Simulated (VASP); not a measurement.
# CdTe (F-43m) in VASP: further runs

One crystal, CdTe, is run at these levels: r2SCAN, PBEsol; tasks: relaxation of the atoms, relaxation of cell and atoms.

All numbers are computed with VASP 6.6.1; they aren't measurements. Logs are shortened: lines on timing, memory, paths and dates and some standing lists are left out, and cuts for length are marked.

**What was measured.**

From a printed reference work, data compilation, for a bulk crystal of CdTe at 0 K: band gap 1.607 eV.

The results are compared with them further down.

**1. Starting point**

The structure is cubic, space group F-43m (No. 216). Conventional cell: a = 6.561 Å, b = 6.561 Å, c = 6.561 Å, α = 90.00°, β = 90.00°, γ = 90.00°. Cd (site symmetry -43m) is surrounded by 4 Te at 2.84 Å. Te (site symmetry -43m) has 4 Cd at 2.84 Å as nearest neighbours.

**2. Relaxation of the atoms, r2SCAN**

INCAR reads:

```
PREC     = Accurate       # precision mode
ENCUT    = 600            # plane-wave cutoff, eV
EDIFF    = 1E-7           # SCF threshold, eV
ISMEAR   = 0              # smearing method
SIGMA    = 0.03           # smearing width, eV
LREAL    = False          # projectors in reciprocal space
LASPH    = True           # aspherical terms in the spheres
NELM     = 80             # most SCF steps
ALGO     = Normal         # electronic algorithm
ISIF     = 2              # what is computed and relaxed
LWAVE    = False          # write WAVECAR
LCHARG   = False          # write CHGCAR
METAGGA  = R2SCAN         # meta-GGA
LMIXTAU  = True         
IBRION   = 2              # ionic algorithm
NSW      = 40             # ionic steps
EDIFFG   = -0.01          # ionic threshold
```

KPOINTS reads:

```
regular mesh
0
Gamma
  8 8 8
```

POSCAR reads:

```
CdTe                                    
1.0
    0.0000000000      3.2804065418      3.2804065418
    3.2804065418      0.0000000000      3.2804065418
    3.2804065418      3.2804065418      0.0000000000
  Cd              Te            
     1     1
Direct
     0.0000000000000000    0.0000000000000000    0.0000000000000000
     0.2500000000000000    0.2500000000000000    0.2500000000000000
```

Potentials or basis: VASP PAW PBE potentials, release 64 (Cd, Te).

The run is started by

```sh
$ cat potpaw_PBE.64/Cd/POTCAR potpaw_PBE.64/Te/POTCAR > POTCAR
$ mpirun -np 1 vasp_std > vasp.out
```

OUTCAR:

```text
PREC = Accurate
   ENCUT = 600
   EDIFF = 1E-7
   ISMEAR = 0
   LREAL = False
   LASPH = True
   NELM = 80
   ISIF = 2
   METAGGA = R2SCAN
   IBRION = 2
   NSW = 40
   EDIFFG = -0.01

 ion  position               nearest neighbor table
   1  0.000  0.000  0.000-   2 2.84   2 2.84   2 2.84   2 2.84
   2  0.250  0.250  0.250-   1 2.84   1 2.84   1 2.84   1 2.84

  LATTYP: Found a face centered cubic cell.
 ALAT       =     6.5608130836

  Lattice vectors:

 A1 = (   0.0000000000,   3.2804065418,   3.2804065418)
 A2 = (   3.2804065418,   0.0000000000,   3.2804065418)
 A3 = (   3.2804065418,   3.2804065418,   0.0000000000)

Analysis of symmetry for initial positions (statically):
=====================================================================
 Subroutine PRICEL returns:
 Original cell was already a primitive cell.

 Routine SETGRP: Setting up the symmetry group for a
 face centered cubic supercell.

 Subroutine GETGRP returns: Found 24 space group operations
 (whereof 24 operations were pure point group operations)
 out of a pool of 48 trial point group operations.

The static configuration has the point symmetry T_d .

Analysis of symmetry for dynamics (positions and initial velocities):
=====================================================================
 Subroutine PRICEL returns:
 Original cell was already a primitive cell.

 Routine SETGRP: Setting up the symmetry group for a
 face centered cubic supercell.

 Subroutine GETGRP returns: Found 24 space group operations
 (whereof 24 operations were pure point group operations)
 out of a pool of 48 trial point group operations.

The dynamic configuration has the point symmetry T_d .

 Subroutine INISYM returns: Found 24 space group operations
 (whereof 24 operations are pure point group operations),
 and found     1 'primitive' translations

----------------------------------------------------------------------------------------

                                     Primitive cell

  volume of cell :      70.6013

  direct lattice vectors                    reciprocal lattice vectors
     0.000000000  3.280406542  3.280406542    -0.152420133  0.152420133  0.152420133
     3.280406542  0.000000000  3.280406542     0.152420133 -0.152420133  0.152420133
     3.280406542  3.280406542  0.000000000     0.152420133  0.152420133 -0.152420133

  length of vectors
     4.639195422  4.639195422  4.639195422     0.263999414  0.263999414  0.263999414

  position of ions in fractional coordinates (direct lattice)
     0.000000000  0.000000000  0.000000000
     0.250000000  0.250000000  0.250000000

  ion indices of the primitive-cell ions
   primitive index   ion index
                 1           1
                 2           2

----------------------------------------------------------------------------------------

 KPOINTS: regular mesh

Automatic generation of k-mesh.
 Grid dimensions read from file:
 generate k-points for:    8    8    8

 Generating k-lattice:

  Cartesian coordinates                     Fractional coordinates (reciprocal lattice)
    -0.019052517  0.019052517  0.019052517     0.125000000  0.000000000  0.000000000
     0.019052517 -0.019052517  0.019052517     0.000000000  0.125000000  0.000000000
     0.019052517  0.019052517 -0.019052517     0.000000000  0.000000000  0.125000000

  Length of vectors
     0.032999927  0.032999927  0.032999927

  Shift w.r.t. Gamma in fractional coordinates (k-lattice)
     0.000000000  0.000000000  0.000000000

 Subroutine IBZKPT returns following result:
 ===========================================

 Found     29 irreducible k-points:

 Following reciprocal coordinates:
            Coordinates               Weight
  0.000000  0.000000  0.000000      1.000000
  0.125000  0.000000  0.000000      8.000000
  0.250000  0.000000  0.000000      8.000000
  0.375000  0.000000  0.000000      8.000000
  0.500000  0.000000  0.000000      4.000000
  0.125000  0.125000  0.000000      6.000000
[... 16 lines left out ...]
  0.500000  0.250000  0.125000     48.000000
 -0.375000  0.250000  0.125000     24.000000
 [... further k-points ...]
   k-points           NKPTS =     29   k-points in BZ     NKDIM =     29   number of bands    NBANDS=     13
   number of dos      NEDOS =    301   number of ions     NIONS =      2
   total plane-waves  NPLWV =  64000
   dimension x,y,z NGX =    40 NGY =   40 NGZ =   40
   dimension x,y,z NGXF=    80 NGYF=   80 NGZF=   80
   ions per type =               1   1
   NGX,Y,Z   is equivalent  to a cutoff of  14.33, 14.33, 14.33 a.u.
   NGXF,Y,Z  is equivalent  to a cutoff of  28.67, 28.67, 28.67 a.u.
 SYSTEM =  unknown system
   PREC   = accura    normal or accurate (medium, high low for compatibility)
   ISTART =      0    job   : 0-new  1-cont  2-samecut
   ICHARG =      2    charge: 1-file 2-atom 10-const
   ISPIN  =      1    spin polarized calculation?
   LNONCOLLINEAR =      F non collinear calculations
   LSORBIT =      F    spin-orbit coupling
   LASPH  =      T    aspherical Exc in radial PAW
   ENCUT  =  600.0 eV  44.10 Ry    6.64 a.u.   9.27  9.27  9.27*2*pi/ulx,y,z
   NELM   =     80;   NELMIN=  2; NELMDL= -5     # of ELM steps
   EDIFF  = 0.1E-06   stopping-criterion for ELM
   LREAL  =      F    real-space projection
   EDIFFG = -.1E-01   stopping-criterion for IOM
   NSW    =     40    number of steps for IOM
   IBRION =      2    ionic relax: 0-MD 1-quasi-New 2-CG
   NFREE  =      1    steps in history (QN), initial steepest desc. (CG)
   ISIF   =      2    stress and relaxation
   ISYM   =      2    0-nonsym 1-usesym 2-fastsym
   POTIM  = 0.5000    time-step for ionic-motion
   TEBEG  =    0.0;   TEEND  =   0.0 temperature during run
   PSTRESS=    0.0 pullay stress
   NELECT =      18.0000    total number of electrons
   NUPDOWN=      -1.0000    fix difference up-down
   EMIN   =  10.00;   EMAX   =-10.00  energy-range for DOS
   EFERMI =   0.00;   METHOD = LEGACY
   ISMEAR =     0;   SIGMA  =   0.03  broadening in eV -4-tet -1-fermi 0-gaus
   EFERMI_NEDOS =   21; number of points for ismear=-14 and -15
   IALGO  =     38    algorithm
   IMIX   =      4    mixing-type and parameters
     AMIX     =   0.40;   BMIX     =  1.00
     AMIX_MAG =   1.60;   BMIX_MAG =  1.00
  volume/ion in A,a.u.               =      35.30       238.22
  Fermi-wavevector in a.u.,A,eV,Ry     =   1.038073  1.961674 14.661585  1.077596
  Thomas-Fermi vector in A             =   2.172541
   LORBIT       =      0    0 simple, 1 ext, 2 COOP (PROOUT), +10 PAW based schemes
   METAGGA = R2SCAN    functional components
   LHFCALC =     F    Hartree Fock is set to
   AEXX    =    0.0000 exact exchange contribution
   IVDW    =     0    specifies the selected vdW correction
   LEPSILON=     F    determine dielectric tensor
   LRPA    =     F    only Hartree local field effects (RPA)
 conjugate gradient relaxation of ions
 non-spin polarized calculation
 Gauss-broadening in eV      SIGMA  =   0.03
  energy-cutoff  :      600.00
  volume of cell :       70.60
 maximum number of plane-waves:      2397
 NGX is ok and might be reduce to    40
   NGX = 19   NGY = 19   NGZ = 19

 number of electron      17.9999999 magnetization

 Free energy of the ion-electron system (eV)
  ---------------------------------------------------
  ext. energy  EPLUGINS =         0.00000000
  ---------------------------------------------------
  free energy    TOTEN  =       -46.64568008 eV

  energy without entropy =      -46.64568008  energy(sigma->0) =      -46.64568008

 E-fermi :   1.9295     XC(G=0):  -8.9343

 val. band max:        1.7713739515   @ k =   0.0000   0.0000   0.0000
 cond. band min:       2.9243060533   @ k =   0.0000   0.0000   0.0000
 fundamental gap:      1.1529321018
 Fermi energy:         1.9294695391

 k-point     1 :       0.0000    0.0000    0.0000
  band No.  band energies     occupation
      1      -9.5444      2.00000
      2      -6.6715      2.00000
      3      -6.6715      2.00000
      4      -6.6715      2.00000
      5      -6.4153      2.00000
      6      -6.4153      2.00000
      7       1.7714      2.00000
      8       1.7714      2.00000
      9       1.7714      2.00000
     10       2.9243      0.00000
     11       6.8268      0.00000
     12       6.8268      0.00000
     13       6.8268      0.00000

 k-point     2 :       0.1250    0.0000    0.0000
  band No.  band energies     occupation
      1      -9.4890      2.00000
      2      -6.6609      2.00000
      3      -6.6609      2.00000
      4      -6.6237      2.00000
      5      -6.4159      2.00000
      6      -6.4159      2.00000
      7       0.6468      2.00000
      8       1.6430      2.00000
      9       1.6430      2.00000
     10       3.7360      0.00000
     11       6.7687      0.00000
     12       7.0333      0.00000
     13       7.0333      0.00000

 k-point     3 :       0.2500    0.0000    0.0000
  band No.  band energies     occupation
      1      -9.3552      2.00000
      2      -6.6372      2.00000
      3      -6.6372      2.00000
      4      -6.4676      2.00000
      5      -6.4153      2.00000
      6      -6.4153      2.00000
      7      -0.8433      2.00000
      8       1.3673      2.00000
      9       1.3673      2.00000
     10       4.1227      0.00000
     11       7.3585      0.00000
     12       7.3585      0.00000
     13       7.4840      0.00000
[... 305 lines left out ...]
 k-point    23 :       0.5000    0.2500    0.1250
  band No.  band energies     occupation
      1      -9.1553      2.00000
      2      -6.5903      2.00000
      3      -6.5810      2.00000
      4      -6.4396      2.00000
      5      -6.4057      2.00000
      6      -6.1063      2.00000
      7      -1.9695      2.00000
      8      -0.0815      2.00000
      9       0.7099      2.00000
     10       5.3426      0.00000
     11       6.6996      0.00000
     12       7.6155      0.00000
     13       8.9142      0.00000

 k-point    24 :      -0.3750    0.2500    0.1250
  band No.  band energies     occupation
      1      -9.1140      2.00000
      2      -6.5842      2.00000
      3      -6.5744      2.00000
      4      -6.4290      2.00000
      5      -6.4097      2.00000
      6      -5.9780      2.00000
      7      -2.3237      2.00000
      8      -0.2001      2.00000
      9       0.5665      2.00000
     10       5.3303      0.00000
     11       6.7302      0.00000
     12       8.1372      0.00000
     13       9.3312      0.00000

 [... further k-points ...]
[... 5 lines left out ...]
  --------------------------------------------------------------------------------------
  -------------------------------------------------------------------------------------
  Total        0.0017215      0.0017215      0.0017215      0.0000000      0.0000000     -0.0000000
  in kB        0.0390659      0.0390659      0.0390659      0.0000000      0.0000000     -0.0000000
  external PRESSURE =       0.0390659 kB  Pullay stress =       0.0000000 kB

 VOLUME and BASIS-vectors are now :
 -----------------------------------------------------------------------------
  energy-cutoff  :      600.00
  volume of cell :       70.60
      direct lattice vectors                 reciprocal lattice vectors
     0.000000000  3.280406542  3.280406542    -0.152420133  0.152420133  0.152420133
     3.280406542  0.000000000  3.280406542     0.152420133 -0.152420133  0.152420133
     3.280406542  3.280406542  0.000000000     0.152420133  0.152420133 -0.152420133

 POSITION                                       TOTAL-FORCE (eV/Angst)
 -----------------------------------------------------------------------------------
      0.00000      0.00000      0.00000         0.000000      0.000000      0.000000
      1.64020      1.64020      1.64020        -0.000000     -0.000000     -0.000000
 -----------------------------------------------------------------------------------
    total drift:                               -0.000001     -0.000001     -0.000001

  FREE ENERGIE OF THE ION-ELECTRON SYSTEM (eV)
  ---------------------------------------------------
  free  energy   TOTEN  =       -46.6456800839 eV

  energy  without entropy=      -46.6456800839  energy(sigma->0) =      -46.64568008

 reached required accuracy - stopping structural energy minimisation
```

Run time: 2.9 min. Hardware: 1 thread of AMD EPYC 9R14 (Zen 4), shared host; peak memory 0.24 GiB.

Results:

* Free energy: -46.6457 eV
* Pressure after relaxing: 0.0 GPa
* Band gap on the k mesh: 1.15 eV, direct

Final structure:
```
Cd Te
1.0
     0.00000    3.28041    3.28041
     3.28041    0.00000    3.28041
     3.28041    3.28041    0.00000
Cd Te
1 1
Direct
  0.00000 0.00000 0.00000
  0.25000 0.25000 0.25000
```

Caveat: the relaxation stopped at its first step, so nothing moved; the PAW data sets were made with another functional, which shifts forces and pressure a little; spin-orbit coupling is left out, which moves the levels of the heavy elements.

[end of part 1 of 2]
